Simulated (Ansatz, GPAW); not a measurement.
# An In chain with one Pd atom in line: relaxation, then transmission at several levels, part 4 of 4

Aim: the conductance of an In chain with one Pd atom in line after relaxation, and whether geometry, basis or functional moves it most.

GPAW 26.7.0 and Ansatz 0.2.0; Ansatz plane waves; relaxation of the junction with the lead ends held; PAW set soft_1 (the session's first sound run).

So far, transmission at the Fermi level (one spin): step 3 (plane waves, PBE) 1.01; step 4 (double-zeta polarised basis, PBE, GPAW) 1.01; step 5 (single-zeta polarised basis, PBE, GPAW) 0.980; step 6 (minimal basis, PBE, GPAW) 1.02; step 7 (revPBE in the dzp basis: xc = "revPBE") 0.992.

### Step 8. Without the relaxation: geometry = "as built" (continued)

Level of this step: GPAW LCAO, PAW setups; Landauer transmission from Green's functions with principal layers (ASE), zero bias (GPAW).

One spin. Table of transmission, zone mean by energy, zero at the Fermi level:

```
energy (eV)  transmission, zone mean
     -2.000                   0.0500
     -1.900                   1.8e-8
     -1.800                   8.8e-9
     -1.700                   1.5e-8
     -1.600                   1.5e-7
     -1.500                   1.4e-7
     -1.400                   5.0e-8
     -1.300                   3.7e-7
     -1.200                    0.381
     -1.100                    0.537
     -1.050                    0.555
     -1.000                    0.545
     -0.900                    0.457
     -0.800                    0.287
     -0.700                   0.0935
     -0.600                   5.9e-4
     -0.500                   0.0532
     -0.400                    0.173
     -0.300                    0.291
     -0.200                    0.385
     -0.100                    0.820
      0.000                     1.20
      0.100                     1.28
      0.200                     1.28
      0.300                     1.26
      0.400                     1.26
      0.500                     1.28
      0.600                     1.33
      0.700                     1.39
      0.800                     1.47
      0.900                     1.54
      1.000                     1.61
      1.100                     1.68
      1.200                     1.74
      1.300                     1.80
      1.400                     1.86
      1.500                     1.91
      1.600                     1.95
      1.700                     1.97
      1.800                     1.98
      1.900                     1.97
      2.000                     1.96
```

The conductance, 1.16 G₀, lies 15 % above that of the dzp run.

### Step 9. All levels side by side

Times are wall times on the hardware named with each run. The runs compared:

```
no.         run  conductance (G₀)  time  memory (GiB)
  1      pw PBE             1.013  99 s           3.5
  2         dzp             1.012  94 s           1.3
  3         szp            0.9871  69 s           1.2
  4          sz             1.027  44 s           1.1
  5  dzp revPBE            0.9986  86 s           1.3
  6     asbuilt             1.163  72 s           1.3
```

### Step 10. The levels side by side

The curves are compared point by point over the common energies.

This step: comparison of transmission and cost over codes, levels and geometry; PAW set soft_1 (GPAW 26.7.0).

Ladder, by row:

```
      step    code  T at the Fermi level (sum over the listed spins)  conductance (G0)  r.m.s. T(E) from the first  wall time (s)  peak memory (GiB)  threads
    pw-pbe  Ansatz                                             1.009             1.013                           0          99.17              3.467        4
       dzp    GPAW                                             1.006             1.012                     0.09295          94.28               1.28        1
       szp    GPAW                                            0.9803            0.9871                      0.1208          68.65               1.25        1
        sz    GPAW                                             1.022             1.027                      0.1326          43.64               1.14        1
dzp-revPBE    GPAW                                            0.9922            0.9986                      0.0899          86.12               1.28        1
   asbuilt    GPAW                                             1.196             1.163                      0.5046          72.06               1.28        1
```

Transmission, zone mean, sum over the listed spins against energy, zero at the Fermi level:

```
energy (eV)   pw-pbe      dzp      szp       sz  dzp-revPBE  asbuilt
    -2.0000  0.00331   0.0229  8.2e-10   0.0503      0.0397   0.0500
    -1.9250        0   2.4e-8   1.3e-7    0.906      3.7e-8   3.0e-8
    -1.7500        0   1.3e-8  8.6e-10   1.2e-7      1.4e-8   9.9e-9
    -1.5000        0  6.1e-10  1.6e-10  6.9e-10     6.9e-10   1.4e-7
    -1.2500  0.00352  0.00535   3.6e-6  1.5e-10     0.00557    0.187
    -1.0000   0.0102  0.00883   7.0e-5   1.6e-4     0.00427    0.545
    -0.7500    0.428    0.168    0.173    0.228       0.175    0.186
    -0.5000    0.996    0.966    0.916    0.952       0.963   0.0532
    -0.2500    0.691    0.742    0.815    0.751       0.744    0.341
     0.0000     1.01     1.01    0.980     1.02       0.992     1.20
     0.2500     1.21     1.27     1.22     1.28        1.24     1.27
     0.5000     1.86     1.95     1.83     1.93        1.93     1.28
     0.7500     2.25     2.29     2.16     2.28        2.28     1.43
     1.0000     2.37     2.38     2.25     2.35        2.37     1.61
     1.2500     2.48     2.44     2.33     2.40        2.43     1.77
     1.3250     2.50     2.45     2.34     2.40        2.44     1.82
     1.3500     2.51     2.45     2.34     2.40        2.44     1.83
     1.3750     2.51     2.45     2.34     2.40        2.44     1.84
     1.4000     2.51     2.45     2.34     2.40        2.44     1.86
     1.5000     2.50     2.43     2.32     2.37        2.42     1.91
     1.7500     2.29     2.23     2.11     2.19        2.23     1.98
     2.0000     1.79     1.78     1.67     1.78        1.79     1.96
```

### Step 11. What came out

```json
{"conductance": "1.01 G₀", "transmission at the Fermi level, mean of the spins": "1.01"}
```

What this shows: In the dzp basis the junction conducts 1.01 G₀ at 300 K, with T = 1.01 a spin at the Fermi level; the sz basis reaches that conductance within 10 %. Relaxation moved atoms by up to 0.87 Å and took the conductance from 1.16 to 1.01 G₀, as a ratio a larger change than the step from dzp to the minimal basis. Plane waves (PBE) give T = 1.01 there. At the Fermi level the three most open eigenchannels pass 0.91, 0.085 and 0.0077. Measured against the first run (pw-pbe), the nearest curve is that of dzp-revPBE (r.m.s. 0.090) and the farthest that of asbuilt (0.50). Over the compared runs wall time goes from 44 s (sz) to 99 s (pw-pbe), on a shared host; the plane-wave run used 4 threads and the orbital runs 1. The leads kept an estimated spacing and the cell its length, so the junction may be under some tension or compression. The run had no spin polarisation, so a magnetic state, which chains and small molecules with open shells often have, wasn't tested. Spin-orbit coupling is left out, which matters for the heavy atoms here. An evenly spaced straight chain is an idealisation: free chains tend to dimerise, zigzag or, where a band edge lies near the Fermi level, turn magnetic. The currents use the zero-bias T(E) throughout, which holds only while the bias is small against the distance to the nearest feature. The thermopower isn't quoted: it samples T(E) farther from the Fermi level than the conductance does, and the energy grid wasn't tested for it.

[Logs are printed without paths, hosts, clocks, repeated set-up lines and the standing remarks that a program may print on its own settings, such as how far it seeks lower states.]

[Hosts, paths, dates, database ids (printed as entryN), source tags and the programs' standing remarks are cut or masked in the printed files.]
